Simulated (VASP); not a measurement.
# MgI2 (P-3m1) in VASP: a series of runs

The runs below take MgI2 through single point, with PBEsol.

Program: VASP 6.6.1. These are calculated values, not measurements. Logs are shortened: lines on timing, memory, paths and dates and some standing lists are left out, and cuts for length are marked.

### Step 1. The crystal as given

It takes space group P-3m1 (No. 164, trigonal). Conventional cell: a = 4.140 Å, b = 4.140 Å, c = 6.880 Å, α = 90.00°, β = 90.00°, γ = 120.00°. Around I (site symmetry 3m) lie 3 Mg at 2.94 Å. Around Mg (site symmetry -3m) lie 6 I at 2.94 Å.

### Step 2. Single point, PBEsol

File INCAR:

```
SYSTEM = MgI2
PREC = Accurate
ENCUT = 400
EDIFF = 1E-6
ISMEAR = 0
SIGMA = 0.05
LREAL = .FALSE.
LASPH = .TRUE.
NELM = 100
ALGO = Normal
ISIF = 2
LWAVE = .FALSE.
LCHARG = .FALSE.
GGA = PS
NBANDS = 15
ADDGRID = .FALSE.
```

File KPOINTS:

```
regular mesh
0
G
  8 8 4
  0 0 0
```

File POSCAR:

```
MgI2
1.0
    4.1400000000      0.0000000000      0.0000000000
   -2.0700000000      3.5853451717      0.0000000000
    0.0000000000      0.0000000000      6.8800000000
I Mg
2 1
Direct
    0.6666666667      0.3333333333      0.7500000000
    0.3333333333      0.6666666667      0.2500000000
    0.0000000000      0.0000000000      0.0000000000
```

Potentials or basis: VASP PAW PBE potentials, release 64 (I, Mg).

On the command line:

```sh
$ cat potpaw_PBE.64/I/POTCAR potpaw_PBE.64/Mg/POTCAR > POTCAR
$ mpirun -np 1 vasp_std > vasp.out
```

OUTCAR:

```text
SYSTEM = MgI2
   PREC = Accurate
   ENCUT = 400
   EDIFF = 1E-6
   ISMEAR = 0
   LREAL = .FALSE.
   LASPH = .TRUE.
   NELM = 100
   ISIF = 2
   GGA = PS

 Found     35 irreducible k-points:

 Following reciprocal coordinates:
            Coordinates               Weight
  0.000000  0.000000  0.000000      1.000000
  0.125000 -0.000000  0.000000      6.000000
  0.250000 -0.000000  0.000000      6.000000
  0.375000 -0.000000  0.000000      6.000000
  0.500000 -0.000000  0.000000      3.000000
  0.125000  0.125000  0.000000      6.000000
   k-points           NKPTS =     35   k-points in BZ     NKDIM =     35   number of bands    NBANDS=     15
   number of dos      NEDOS =    301   number of ions     NIONS =      3
   total plane-waves  NPLWV =  37632
   dimension x,y,z NGX =    28 NGY =   28 NGZ =   48
   dimension x,y,z NGXF=    56 NGYF=   56 NGZF=   96
   ions per type =               2   1
   NGX,Y,Z   is equivalent  to a cutoff of  11.24, 11.24, 11.60 a.u.
   NGXF,Y,Z  is equivalent  to a cutoff of  22.49, 22.49, 23.20 a.u.
 SYSTEM =  MgI2
   PREC   = accura    normal or accurate (medium, high low for compatibility)
   ISTART =      0    job   : 0-new  1-cont  2-samecut
   ICHARG =      2    charge: 1-file 2-atom 10-const
   ISPIN  =      1    spin polarized calculation?
   LNONCOLLINEAR =      F non collinear calculations
   LSORBIT =      F    spin-orbit coupling
   LASPH  =      T    aspherical Exc in radial PAW
   ENCUT  =  400.0 eV  29.40 Ry    5.42 a.u.   6.75  6.75 11.22*2*pi/ulx,y,z
   NELM   =    100;   NELMIN=  2; NELMDL= -5     # of ELM steps
   EDIFF  = 0.1E-05   stopping-criterion for ELM
   LREAL  =      F    real-space projection
   EDIFFG = 0.1E-04   stopping-criterion for IOM
   NSW    =      0    number of steps for IOM
   IBRION =     -1    ionic relax: 0-MD 1-quasi-New 2-CG
   NFREE  =      0    steps in history (QN), initial steepest desc. (CG)
   ISIF   =      2    stress and relaxation
   ISYM   =      2    0-nonsym 1-usesym 2-fastsym
   POTIM  = 0.5000    time-step for ionic-motion
   TEBEG  =    0.0;   TEEND  =   0.0 temperature during run
   PSTRESS=    0.0 pullay stress
   NELECT =      16.0000    total number of electrons
   NUPDOWN=      -1.0000    fix difference up-down
   EMIN   =  10.00;   EMAX   =-10.00  energy-range for DOS
   EFERMI =   0.00;   METHOD = LEGACY
   ISMEAR =     0;   SIGMA  =   0.05  broadening in eV -4-tet -1-fermi 0-gaus
   EFERMI_NEDOS =   21; number of points for ismear=-14 and -15
   IALGO  =     38    algorithm
   IMIX   =      4    mixing-type and parameters
     AMIX     =   0.40;   BMIX     =  1.00
     AMIX_MAG =   1.60;   BMIX_MAG =  1.00
  volume/ion in A,a.u.               =      34.04       229.72
  Fermi-wavevector in a.u.,A,eV,Ry     =   0.882555  1.667786 10.597613  0.778903
  Thomas-Fermi vector in A             =   2.003202
   LORBIT       =      0    0 simple, 1 ext, 2 COOP (PROOUT), +10 PAW based schemes
   GGA     = PS    functional components
   LHFCALC =     F    Hartree Fock is set to
   AEXX    =    0.0000 exact exchange contribution
   IVDW    =     0    specifies the selected vdW correction
   LEPSILON=     F    determine dielectric tensor
   LRPA    =     F    only Hartree local field effects (RPA)
 non-spin polarized calculation
 Gauss-broadening in eV      SIGMA  =   0.05
  energy-cutoff  :      400.00
  volume of cell :      102.12
 maximum number of plane-waves:      1872
 NGX is ok and might be reduce to    28
   NGX = 13   NGY = 13   NGZ = 23

 number of electron      15.9999999 magnetization

 Free energy of the ion-electron system (eV)
  ---------------------------------------------------
  ext. energy  EPLUGINS =         0.00000000
  ---------------------------------------------------
  free energy    TOTEN  =        -8.40382450 eV

  energy without entropy =       -8.40382450  energy(sigma->0) =       -8.40382450

 E-fermi :   2.4648     XC(G=0):  -8.4219

 val. band max:        2.2607267430   @ k =   0.0000   0.0000   0.0000
 cond. band min:       5.6853093423   @ k =   0.5000  -0.0000   0.5000
 fundamental gap:      3.4245825994
 Fermi energy:         2.4648357660

 k-point     1 :       0.0000    0.0000    0.0000
  band No.  band energies     occupation
      1      -9.8107      2.00000
      2      -9.1296      2.00000
      3      -1.3687      2.00000
      4       1.8911      2.00000
      5       1.8911      2.00000
      6       2.2397      2.00000
      7       2.2607      2.00000
      8       2.2607      2.00000
      9       5.7706      0.00000
     10       6.9848      0.00000
     11       9.0043      0.00000
     12       9.0043      0.00000
     13       9.5976      0.00000
     14      10.4395      0.00000
     15      10.4395      0.00000

 k-point     2 :       0.1250   -0.0000    0.0000
  band No.  band energies     occupation
      1      -9.7292      2.00000
      2      -9.0851      2.00000
      3      -1.2478      2.00000
      4       1.2555      2.00000
      5       1.6778      2.00000
      6       1.6962      2.00000
      7       2.1859      2.00000
      8       2.2308      2.00000
      9       6.4019      0.00000
     10       7.5455      0.00000
     11       8.3608      0.00000
     12       9.2180      0.00000
     13       9.6616      0.00000
     14      10.1637      0.00000
     15      10.6743      0.00000

 k-point     3 :       0.2500   -0.0000    0.0000
  band No.  band energies     occupation
      1      -9.5117      2.00000
      2      -8.9816      2.00000
      3      -0.9440      2.00000
      4       0.1270      2.00000
      5       0.7132      2.00000
      6       1.3417      2.00000
      7       1.9866      2.00000
      8       2.0857      2.00000
      9       6.7036      0.00000
     10       7.5464      0.00000
     11       8.4304      0.00000
     12       9.2785      0.00000
     13       9.3503      0.00000
     14      10.2719      0.00000
     15      11.1238      0.00000

 k-point     4 :       0.3750   -0.0000    0.0000
  band No.  band energies     occupation
      1      -9.2448      2.00000
      2      -8.8995      2.00000
      3      -1.0218      2.00000
      4      -0.3834      2.00000
      5       0.1463      2.00000
      6       1.0596      2.00000
      7       1.6000      2.00000
      8       1.9184      2.00000
      9       6.1062      0.00000
     10       7.5162      0.00000
     11       7.7804      0.00000
     12       9.1625      0.00000
     13       9.7520      0.00000
     14      11.0542      0.00000
     15      11.7573      0.00000

 k-point     5 :       0.5000   -0.0000    0.0000
  band No.  band energies     occupation
      1      -9.0968      2.00000
      2      -8.8934      2.00000
      3      -1.2988      2.00000
      4      -0.5272      2.00000
      5       0.3041      2.00000
      6       0.9555      2.00000
      7       1.2848      2.00000
      8       1.8486      2.00000
      9       5.8614      0.00000
     10       7.4303      0.00000
     11       7.5416      0.00000
     12       9.0650      0.00000
     13       9.9603      0.00000
     14      11.4737      0.00000
     15      12.0247      0.00000

 k-point     6 :       0.1250    0.1250    0.0000
  band No.  band energies     occupation
      1      -9.5793      2.00000
      2      -9.0108      2.00000
      3      -1.0299      2.00000
      4       0.6436      2.00000
      5       0.6783      2.00000
      6       1.6015      2.00000
      7       1.9162      2.00000
      8       2.0874      2.00000
      9       6.9720      0.00000
     10       7.9097      0.00000
     11       8.3182      0.00000
     12       9.1829      0.00000
     13       9.3716      0.00000
     14       9.4403      0.00000
     15      11.2282      0.00000

 [... further k-points ...]

------------------------ aborting loop because EDIFF is reached ----------------------------------------

  FORCE on cell =-STRESS in cart. coord.  units (eV):
  Direction    XX          YY          ZZ          XY          YZ          ZX
  --------------------------------------------------------------------------------------
  -------------------------------------------------------------------------------------
  Total       -0.4493213     -0.4493213     -0.7311287      0.0000000      0.0000000      0.0000000
  in kB       -7.0493303     -7.0493303    -11.4705614      0.0000000      0.0000000      0.0000000
  external PRESSURE =      -8.5230740 kB  Pullay stress =       0.0000000 kB

 VOLUME and BASIS-vectors are now :
 -----------------------------------------------------------------------------
  energy-cutoff  :      400.00
  volume of cell :      102.12
      direct lattice vectors                 reciprocal lattice vectors
     4.140000000  0.000000000  0.000000000     0.241545894  0.139456587  0.000000000
    -2.070000000  3.585345172  0.000000000     0.000000000  0.278913174  0.000000000
     0.000000000  0.000000000  6.880000000     0.000000000  0.000000000  0.145348837

 POSITION                                       TOTAL-FORCE (eV/Angst)
 -----------------------------------------------------------------------------------
      2.07000      1.19512      5.16000        -0.000000      0.000000      0.298735
     -0.00000      2.39023      1.72000         0.000000     -0.000000     -0.298735
      0.00000      0.00000      0.00000        -0.000000      0.000000      0.000000
 -----------------------------------------------------------------------------------
    total drift:                                0.000000     -0.000000     -0.000000

  FREE ENERGIE OF THE ION-ELECTRON SYSTEM (eV)
  ---------------------------------------------------
  free  energy   TOTEN  =        -8.4038244990 eV

  energy  without entropy=       -8.4038244990  energy(sigma->0) =       -8.40382450
```

Wall time 17 s (1 thread of Intel Xeon Platinum 8488C (Sapphire Rapids), shared host); peak memory 0.19 GiB.

The run converged, but some of its settings lie outside the range that counts as converged, so its numbers aren't taken as properties of the crystal.

What came out:

```
Free energy            : -8.4038 eV
Pressure               : -0.9 GPa
Largest force          : 0.299 eV/Å
Band gap on the k mesh : 3.42 eV, indirect (least direct gap 3.51 eV)
```

Caveat: the PAW data sets were made with another functional, which shifts forces and pressure a little; spin-orbit coupling is left out, which moves the levels of the heavy elements; the cell's inner coordinates are idealised or old, which leaves forces on the atoms; this functional lacks dispersion, which binds the layers, so the pressure and a relaxed spacing across them are unreliable.

### Step 3. Single point, PBEsol

Changes to INCAR since step 2:

```diff
@@ -2,3 +2,3 @@
 PREC = Accurate
-ENCUT = 400
+ENCUT = 300
 EDIFF = 1E-6
```

File KPOINTS:

```
regular mesh
0
G
  9 9 5
  0 0 0
```

POSCAR is that of step 2.

Potentials or basis: VASP PAW PBE potentials, release 64 (I, Mg).

On the command line:

```sh
$ cat potpaw_PBE.64/I/POTCAR potpaw_PBE.64/Mg/POTCAR > POTCAR
$ mpirun -np 1 vasp_std > vasp.out
```

Run time: 13 s. Hardware: 1 thread of Intel Xeon Platinum 8488C (Sapphire Rapids), shared host; peak memory 0.17 GiB.

The run converged, but some of its settings lie outside the range that counts as converged, so its numbers aren't taken as properties of the crystal.

What came out:

| Property | Result |
| --- | --- |
| Free energy | -8.4038 eV |
| Pressure | -0.9 GPa |
| Largest force | 0.297 eV/Å |
| Band gap on the k mesh | 3.40 eV, indirect (least direct gap 3.51 eV) |

Caveat: the PAW data sets were made with another functional, which shifts forces and pressure a little; spin-orbit coupling is left out, which moves the levels of the heavy elements; an odd mesh through Γ misses points on the zone boundary, where band edges often lie; the cell's inner coordinates are idealised or old, which leaves forces on the atoms; this functional lacks dispersion, which binds the layers, so the pressure and a relaxed spacing across them are unreliable.

### Step 4. Single point, PBEsol

Changes to INCAR since step 3:

```diff
@@ -2,3 +2,3 @@
 PREC = Accurate
-ENCUT = 300
+ENCUT = 450
 EDIFF = 1E-6
```

File KPOINTS:

```
regular mesh
0
G
  8 8 4
  0 0 0
```

POSCAR is that of step 3.

On the command line:

```sh
$ cat potpaw_PBE.64/I/POTCAR potpaw_PBE.64/Mg/POTCAR > POTCAR
$ mpirun -np 1 vasp_std > vasp.out
```

It took 21 s on 1 thread of Intel Xeon Platinum 8488C (Sapphire Rapids), shared host; peak memory 0.21 GiB.

These settings aren't checked as converged: the numbers below hold their error.

What came out:

```
Free energy            : -8.4039 eV
Pressure               : -0.8 GPa
Largest force          : 0.299 eV/Å
Band gap on the k mesh : 3.42 eV, indirect (least direct gap 3.51 eV)
```

Caveat: the PAW data sets were made with another functional, which shifts forces and pressure a little; spin-orbit coupling is left out, which moves the levels of the heavy elements; the cell's inner coordinates are idealised or old, which leaves forces on the atoms; this functional lacks dispersion, which binds the layers, so the pressure and a relaxed spacing across them are unreliable.
